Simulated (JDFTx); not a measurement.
Sn under changes of volume

One of the cells (28.673 Å³/atom); the others are scaled copies at fixed shape and fractional positions:

```xyz
1
Lattice="-1.7265 1.7755 2.3383 1.7265 -1.7755 2.3383 1.7265 1.7755 -2.3383" Properties=species:S:1:pos:R:3 pbc="T T T"
Sn    0.0000    0.0000    0.0000
```

This isn't the form of Sn at room conditions, which is tetragonal (white tin).

| Item | Value |
| --- | --- |
| Program | JDFTx 1.7.0 (patched build) |
| Functional | PBEsol |
| Potentials or basis | PseudoDojo-SR-PBEsol-0.4.1-standard with smoothed tails |
| Cutoff | 980 eV |
| Density cutoff | 3918 eV |
| k mesh | 11 × 11 × 11 |
| Occupations | fermi-dirac, width 0.05 eV |
| Spin | no spin polarisation |

```csv
volume (Å³/atom),energy over the lowest point (meV/atom),pressure (GPa)
26.953,0.00,-0.7
27.526,4.36,-1.8
28.100,12.35,-2.7
28.673,23.52,-3.6
29.247,37.50,-4.3
29.820,53.95,-4.9
30.394,?,?
```

Q: What does the run at 30.394 Å³/atom give?

A: Energy over the lowest point 72.58 meV/atom; pressure -5.5 GPa.

Worked out: A Birch-Murnaghan fit of order 3 (a polynomial in V^(-2/3)) to the other rows has its minimum at 26.63 Å³/atom, just outside them, with B0 = V·E''(V) = 57 GPa and B' = 4.8 at fixed shape and positions, which overstates the stiffness. It gives 72.60 meV/atom at 30.394 Å³/atom, against the run's 72.58, and -dE/dV = -5.5 GPa, against -5.5.

Energies are extrapolated to zero smearing.
